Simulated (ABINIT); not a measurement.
La:

```
La
1.0
    -2.12383    2.12383    2.12383
     2.12383   -2.12383    2.12383
     2.12383    2.12383   -2.12383
La
1
Direct
  0.00000 0.00000 0.00000
```

This isn't the form of La at room conditions, which is double hcp.

- Program: ABINIT 10.8.3 (patched build)
- Task: relaxation of cell and atoms
- Functional: PBEsol
- Potentials or basis: JTH PAW PBE v2.0
- Cutoff: 544 eV
- k mesh: 7 × 7 × 7
- Occupations: fermi-dirac, width 0.05 eV
- Spin: no spin polarisation

At the start: pressure -2.2 GPa; volume 38.32 Å³/atom.

Task: Where does the relaxation end?

Result: Over 5 steps the energy falls by 21.8 meV/atom and the volume is 35.35 Å³/atom (-7.7 %); space group Im-3m (No. 229, to 0.05 Å).

Step by step:
```csv
step,energy change (eV),largest force (eV/Å),pressure (GPa),volume (Å³)
1,0.0000,0.0000,-2.20,38.32
2,-0.0034,0.0000,-2.04,38.06
3,-0.0216,0.0000,0.21,35.13
4,-0.0218,0.0000,-0.02,35.37
5,-0.0218,0.0000,0.00,35.35
```

Final structure:
```cif
data_structure
_symmetry_space_group_name_H-M 'P 1'
_symmetry_Int_Tables_number 1
_cell_length_a 3.5811
_cell_length_b 3.5811
_cell_length_c 3.5811
_cell_angle_alpha 109.471
_cell_angle_beta 109.471
_cell_angle_gamma 109.471
_cell_volume 35.35
loop_
_atom_site_label
_atom_site_type_symbol
_atom_site_fract_x
_atom_site_fract_y
_atom_site_fract_z
_atom_site_occupancy
La1 La 0.00000 0.00000 0.00000 1
```

Caveat: the PAW data sets were made with another functional, which shifts forces and pressure a little.
